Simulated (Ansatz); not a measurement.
Relaxed BaSnO3 (cubic perovskite):

```
BaSnO3
1.0
    4.13132     0.00000     0.00000
    0.00000     4.13132     0.00000
    0.00000     0.00000     4.13132
Ba Sn O
1 1 3
Cartesian
  0.00000   0.00000   0.00000
  2.06566   2.06566   2.06566
  0.00000   2.06566   2.06566
  2.06566   2.06566   0.00000
  2.06566   0.00000   2.06566
```

In this cell atom 5 (O, nearest neighbour Sn at 2.066 Å; its periodic images, 4.1 Å or more away, move with it) is moved by s along Cartesian [110], unit vector (0.707, 0.707, 0.000); all other atoms and the cell stay fixed.

These are r2SCAN (plane waves to 500 eV, PAW, scalar-relativistic; Ansatz, a quantum-chemistry and plane-wave program) values and carry that method's errors. k mesh 7×7×7 (Γ-centred), Fermi-Dirac smearing 0.05 eV. Energies are smeared free energies. BaSnO3 was relaxed with its symmetry unable to fall. ΔE is measured from the undisplaced structure.

```tsv
s (Å)	ΔE (meV/cell)
-0.210	266.7
-0.168	169.2
-0.126	94.5
-0.084	withheld
-0.042	10.4
0.000	0.0
0.042	10.4
0.084	withheld
0.126	94.5
0.168	169.2
0.210	266.7
```

### Question
Fit an even polynomial form (powers 2, 4) to the given rows and predict ΔE at s = -0.084.

### Answer
Least squares on the 9 given rows: ΔE = (5900)·s² + (3355)·s⁴, in meV/cell with s in Å; root-mean-square residual 0.01 meV/cell. At -0.084 the fit gives 41.8 meV/cell; the calculation gives 41.8 meV/cell, the same to the digits shown. The quadratic term alone would give 41.6 meV/cell.

(For displaced atoms, the force is minus the slope of the energy, and its curvature is a force constant, which sets phonon frequencies.)
